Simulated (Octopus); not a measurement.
## SnSe2 in Octopus: the effect of functional

The system is SnSe2.

```
Sn Se
1.0
     3.81100    0.00000    0.00000
    -1.90550    3.30042    0.00000
     0.00000    0.00000    6.13600
Sn Se
1 2
Direct
  0.00000 0.00000 0.00000
  0.66667 0.33333 0.75100
  0.33333 0.66667 0.24900
```

Alike in all runs:

* Program: Octopus 16.4
* Task: single point
* Potentials or basis: sg15 (PBE)
* Grid spacing: 0.147 × 0.147 × 0.146 Å
* k mesh: 4 × 4 × 2
* Occupations: fermi-dirac, width 0.05 eV
* Spin: no spin polarisation

| functional | gap on the mesh (eV) |
| --- | --- |
| LDA | 0.74 |
| r2SCAN | 0.86 |
| SCAN | ? |
| TPSS | 0.87 |
| TASK | 0.71 |
| TB-mBJ | 1.64 |

Problem. What does the run with functional SCAN give?

Solution. gap on the mesh 0.94 eV.

Caveats: all runs use coarse meshes; spin-orbit coupling is left out, which moves the levels of the heavy elements; a model potential gives levels but no total energy or forces (some runs).

A k mesh can miss the band edges.

Runs at the PBE level aren't shown here.
